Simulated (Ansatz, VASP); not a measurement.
## GaAs: VASP beside Ansatz

File INCAR:

```
PREC = Accurate ; ENCUT = 520
EDIFF = 1E-6 ; ISMEAR = 0
SIGMA = 0.028000000000000004 ; LREAL = False
LASPH = True ; NELM = 100
ALGO = Fast ; ISIF = 2
LWAVE = False ; LCHARG = False
GGA = PE ; NBANDS = 16
```

File KPOINTS:

```
Automatic mesh
0
Gamma
  8 8 8
```

File POSCAR:

```
GaAs
1.0
    0.0000000000      2.8268500000      2.8268500000
    2.8268500000      0.0000000000      2.8268500000
    2.8268500000      2.8268500000      0.0000000000
As Ga
1 1
Direct
    0.7500000000      0.7500000000      0.7500000000
    0.0000000000      0.0000000000      0.0000000000
```

input.yaml

```yaml
crystal:
  lattice:
    - [0.0, 2.82685, 2.82685]
    - [2.82685, 0.0, 2.82685]
    - [2.82685, 2.82685, 0.0]
  atoms:
    - { symbol: As, position: [0.75, 0.75, 0.75] }
    - { symbol: Ga, position: [0.0, 0.0, 0.0] }
hamiltonian:
  xc: pbe
  pseudopotentials: { kind: paw }
kpoints:
  mp_grid: { grid: [8, 8, 8] }
scf:
  occupations: { method: gaussian, width: 0.028 }
output:
  forces: true
  stress: true
  eigenvalues: true
```

Alike in both runs: task single point; functional PBE; k mesh 8 × 8 × 8; occupations gaussian, width 0.028 eV; no spin polarisation.

|  | VASP | Ansatz |
| --- | --- | --- |
| version | VASP 6.6.1 | Ansatz 0.2.0 |
| potentials or method | VASP PAW PBE potentials, release 64 (As, Ga_d) | Ansatz PAW |
| plane-wave cutoff (eV) | 520 | 420 |
| valence electrons in the cell | 18 | 28 |

```csv
,VASP,Ansatz,Ansatz less VASP
gap on the k mesh at the Fermi level (eV),0.52,0.52,-0.004
least direct gap on the mesh (eV),0.52,0.52,-0.004
pressure (GPa),3.5,3.3,-0.24
```

With one functional, cell and mesh, what is left measures potentials, basis and numerics. The two sets of potentials don't hold the same shells in valence.

A k mesh can miss the band edges.
